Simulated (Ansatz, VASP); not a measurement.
MgS: VASP beside Ansatz

INCAR

```
SYSTEM = MgS
PREC     = Accurate       ! precision mode
ENCUT    = 520            ! plane-wave cutoff, eV
EDIFF    = 1E-6           ! SCF threshold, eV
ISMEAR   = -1             ! smearing method
SIGMA    = 0.05           ! smearing width, eV
LREAL    = .False.        ! projectors in reciprocal space
LASPH    = .True.         ! aspherical terms in the spheres
NELM     = 60             ! most SCF steps
ALGO     = Normal         ! electronic algorithm
ISIF     = 2              ! what is computed and relaxed
LWAVE    = .False.        ! write WAVECAR
LCHARG   = .False.        ! write CHGCAR
NBANDS   = 11             ! bands
```

Contents of KPOINTS:

```
regular mesh
0
Gamma
  8 8 8
  0 0 0
```

POSCAR

```
MgS
1.0
    0.0000000000      2.8331200468      2.8331200468
    2.8331200468      0.0000000000      2.8331200468
    2.8331200468      2.8331200468      0.0000000000
S Mg
1 1
Direct
    0.2500000000      0.2500000000      0.2500000000
    0.0000000000      0.0000000000      0.0000000000
```

input.yaml

```yaml
crystal:
  lattice:
    - [0.0, 2.8331200468, 2.8331200468]
    - [2.8331200468, 0.0, 2.8331200468]
    - [2.8331200468, 2.8331200468, 0.0]
  atoms:
    - { symbol: S, position: [0.25, 0.25, 0.25] }
    - { symbol: Mg, position: [0.0, 0.0, 0.0] }
kpoints:
  mp_grid: { grid: [8, 8, 8] }
scf:
  occupations: { method: fermi_dirac, width: 0.05 }
hamiltonian:
  xc: lda
  pseudopotentials: { kind: all_electron, lapw: { basis_error: 0.001 } }
output:
  forces: true
  stress: true
  eigenvalues: true
```

Alike in both runs: task single point; functional LDA; k mesh 8 × 8 × 8; occupations fermi-dirac, width 0.05 eV; no spin polarisation.

|  | VASP | Ansatz |
| --- | --- | --- |
| version | VASP 6.6.1 | Ansatz 0.2.0 |
| potentials or method | VASP PAW LDA potentials, release 64 (S, Mg) | all-electron LAPW, scalar-relativistic |
| plane-wave cutoff (eV) | 520 | see its input |

Ansatz gave:

```
gap on the k mesh at the Fermi level (eV) : 3.17
least direct gap on the mesh (eV)         : 3.17
pressure (GPa)                            : -2.2
```

Problem. Which values does VASP return?

Solution. gap on the k mesh at the Fermi level (eV): 3.18; least direct gap on the mesh (eV): 3.18; pressure (GPa): -2.5.

Ansatz ran all-electron here, so the differences hold the error of VASP's frozen core and of both bases.

A k mesh can miss the band edges. Expect the measured gap to be larger: semilocal functionals such as LDA lack the derivative discontinuity.
